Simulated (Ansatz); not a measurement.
**Eigenvalues along a path: C (begun as omega type, now distorted omega)**

```
C
1.0
     6.04075    0.00000    0.00000
    -3.02038    5.23144    0.00000
     0.00000    0.00000    1.28471
C
3
Direct
  0.00000 0.00000 0.00000
  0.33333 0.66667 0.50000
  0.66667 0.33333 0.50000
```

The cell comes from a relaxation on PAW files under the same functional, begun from a prototype that needn't be the stable phase.

Computed with Ansatz 0.2.0; functional PBE, scalar-relativistic. Settings: a Γ-centred 12×12×16 k mesh, Fermi–Dirac smearing of 0.05 eV, no spin polarisation. Methods: LAPW: all electrons, basis error target 1 meV/atom.

Path points, in fractions of the reciprocal vectors: Γ (0.000, 0.000, 0.000), M (0.500, 0.000, 0.000), K (0.333, 0.333, 0.000), A (0.000, 0.000, 0.500), L (0.500, 0.000, 0.500), H (0.333, 0.333, 0.500). Levels in eV from the Fermi level; bands 4 to 11, counted from the lowest band of the run. The gap is zero, the pressure -0.19 GPa.

```
# k(1/Å) point b4 b5 b6 b7 b8 b9 b10 b11
0.000 Γ -16.65 -16.18 -16.18 -5.82 -5.82 -5.82 -5.82 -4.52
0.086 - -16.64 -16.18 -16.18 -5.94 -5.93 -5.68 -5.67 -4.56
0.172 - -16.62 -16.20 -16.19 -6.06 -6.00 -5.54 -5.50 -4.66
0.257 - -16.59 -16.22 -16.20 -6.16 -6.03 -5.39 -5.32 -4.82
0.343 - -16.55 -16.25 -16.21 -6.24 -6.00 -5.25 -5.16 -5.01
0.429 - -16.51 -16.29 -16.22 -6.30 -5.92 -5.23 -5.11 -5.02
0.515 - -16.45 -16.34 -16.23 -6.33 -5.79 -5.44 -4.99 -4.93
0.601 M -16.40 -16.40 -16.23 -6.34 -5.63 -5.63 -4.90 -4.88
0.650 - -16.40 -16.40 -16.24 -6.33 -5.64 -5.64 -4.90 -4.87
0.700 - -16.39 -16.39 -16.24 -6.31 -5.67 -5.67 -4.89 -4.86
0.749 - -16.39 -16.39 -16.26 -6.26 -5.71 -5.71 -4.88 -4.84
0.799 - -16.38 -16.38 -16.27 -6.20 -5.76 -5.76 -4.87 -4.82
0.848 - -16.37 -16.37 -16.29 -6.13 -5.82 -5.82 -4.85 -4.81
0.898 - -16.36 -16.36 -16.32 -6.04 -5.88 -5.88 -4.83 -4.81
0.947 K -16.34 -16.34 -16.34 -5.93 -5.93 -5.93 -4.81 -4.81
1.046 - -16.40 -16.31 -16.31 -6.03 -6.03 -5.70 -4.86 -4.86
1.145 - -16.47 -16.28 -16.28 -6.10 -6.10 -5.43 -4.96 -4.96
1.244 - -16.52 -16.25 -16.25 -6.13 -6.13 -5.16 -5.10 -5.10
1.343 - -16.58 -16.22 -16.22 -6.11 -6.11 -5.28 -5.28 -4.91
1.443 - -16.62 -16.20 -16.20 -6.06 -6.06 -5.46 -5.46 -4.71
1.542 - -16.64 -16.18 -16.18 -5.95 -5.95 -5.65 -5.65 -4.57
1.641 Γ -16.65 -16.18 -16.18 -5.82 -5.82 -5.82 -5.82 -4.52
1.990 - -16.38 -15.92 -15.92 -5.38 -5.38 -5.38 -5.38 -4.09
2.339 - -15.58 -15.17 -15.17 -4.06 -4.06 -4.06 -4.06 -2.80
2.689 - -14.33 -13.99 -13.99 -1.89 -1.89 -1.89 -1.89 -0.67
3.038 - -12.75 -12.50 -12.50 1.09 1.09 1.09 1.09 2.24
3.387 - -11.08 -10.93 -10.93 4.75 4.75 4.75 4.75 5.76
3.737 - -9.71 -9.64 -9.64 8.64 8.64 8.64 8.66 8.66
4.086 A -9.15 -9.13 -9.12 8.17 8.40 8.65 10.84 10.84
4.172 - -9.15 -9.13 -9.12 8.17 8.40 8.65 10.84 10.85
4.258 - -9.15 -9.13 -9.12 8.18 8.40 8.63 10.83 10.86
4.343 - -9.14 -9.13 -9.12 8.21 8.40 8.60 10.83 10.87
4.429 - -9.14 -9.13 -9.12 8.23 8.40 8.56 10.82 10.89
4.515 - -9.14 -9.13 -9.12 8.27 8.40 8.52 10.81 10.91
4.601 - -9.14 -9.13 -9.13 8.30 8.40 8.49 10.80 10.93
4.687 L -9.14 -9.13 -9.13 8.31 8.40 8.47 10.80 10.93
4.736 - -9.14 -9.13 -9.13 8.31 8.40 8.47 10.80 10.94
4.786 - -9.14 -9.13 -9.13 8.32 8.40 8.47 10.80 10.94
4.835 - -9.14 -9.13 -9.13 8.32 8.40 8.46 10.80 10.95
4.885 - -9.14 -9.13 -9.13 8.34 8.40 8.44 10.79 10.97
4.934 - -9.13 -9.13 -9.13 8.35 8.40 8.43 10.79 10.99
4.984 - -9.13 -9.13 -9.13 8.37 8.40 8.41 10.79 11.00
5.033 H -9.13 -9.13 -9.13 8.39 8.39 8.40 10.79 11.00
5.132 - -9.13 -9.13 -9.13 8.34 8.40 8.43 10.79 10.98
5.231 - -9.14 -9.13 -9.13 8.30 8.40 8.49 10.80 10.95
5.330 - -9.14 -9.13 -9.12 8.26 8.40 8.54 10.81 10.91
5.430 - -9.14 -9.13 -9.12 8.22 8.40 8.58 10.82 10.88
5.529 - -9.15 -9.13 -9.12 8.19 8.40 8.62 10.83 10.86
5.628 - -9.15 -9.13 -9.12 8.17 8.40 8.65 10.84 10.85
5.727 A -9.15 -9.13 -9.12 8.17 8.40 8.65 10.84 10.84
```
